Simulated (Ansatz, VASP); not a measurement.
**One calculation of C, two programs**

INCAR

```
SYSTEM = C
PREC     = Accurate       ! precision mode
ENCUT    = 520            ! plane-wave cutoff, eV
EDIFF    = 1E-6           ! SCF threshold, eV
ISMEAR   = 0              ! smearing method
SIGMA    = 0.05           ! smearing width, eV
LREAL    = .False.        ! projectors in reciprocal space
LASPH    = .True.         ! aspherical terms in the spheres
NELM     = 80             ! most SCF steps
ALGO     = Normal         ! electronic algorithm
ISIF     = 2              ! what is computed and relaxed
LWAVE    = .False.        ! write WAVECAR
LCHARG   = .False.        ! write CHGCAR
GGA      = PE             ! functional
IVDW     = 12             ! dispersion correction
NBANDS   = 11             ! bands
```

File KPOINTS:

```
Automatic mesh
0
Gamma
  15 15 15
  0 0 0
```

The input POSCAR:

```
C
1.0
    1.2016860064      0.6937937393      3.2773531398
   -1.2016860064      0.6937937393      3.2773531398
    0.0000000000     -1.3875874786      3.2773531398
C
2
Direct
    0.1665955851      0.1665955851      0.1665955851
    0.8334044149      0.8334044149      0.8334044149
```

Input for Ansatz:

```yaml
crystal:
  lattice:
    - [1.2016860064, 0.6937937393, 3.2773531398]
    - [-1.2016860064, 0.6937937393, 3.2773531398]
    - [0.0, -1.3875874786, 3.2773531398]
  atoms:
    - { symbol: C, position: [0.1665955851, 0.1665955851, 0.1665955851] }
    - { symbol: C, position: [0.8334044149, 0.8334044149, 0.8334044149] }
basis:
  ecutwfc: 520.0
kpoints:
  mp_grid: { grid: [15, 15, 15] }
hamiltonian:
  xc: pbe
  dispersion: d3bj
scf:
  occupations: { method: gaussian, width: 0.05 }
output:
  forces: true
  stress: true
  eigenvalues: true
```

Change from the starting cell: mode 4 frozen in at +0.000 Å, equal normal strain along x, y and z -0.0250.

Alike in both runs: task single point; functional PBE; dispersion D3(BJ); k mesh 15 × 15 × 15; occupations gaussian, width 0.05 eV; no spin polarisation.

|  | VASP | Ansatz |
| --- | --- | --- |
| version | VASP 6.6.1 | Ansatz 0.2.0 |
| potentials or method | VASP PAW PBE potentials, release 64 (C) | scalar-relativistic, plane waves, PAW |
| plane-wave cutoff (eV) | 520 | 520 |
| valence electrons in the cell | 8 | 8 |

|  | VASP | Ansatz | Ansatz less VASP |
| --- | --- | --- | --- |
| gap on the k mesh at the Fermi level (eV) | 0.72 | 0.72 | 0.000 |
| least direct gap on the mesh (eV) | 0.72 | 0.72 | 0.000 |
| pressure (GPa) | 26.4 | 26.0 | -0.46 |
| largest component of the traceless stress (GPa) | 25.60 | 25.01 | -0.587 |

Caveats: so large a pressure means that the cell lies far from this level's equilibrium, or that cutoff or potentials fall short (VASP); an odd mesh through Γ misses points on the zone boundary, where band edges often lie.
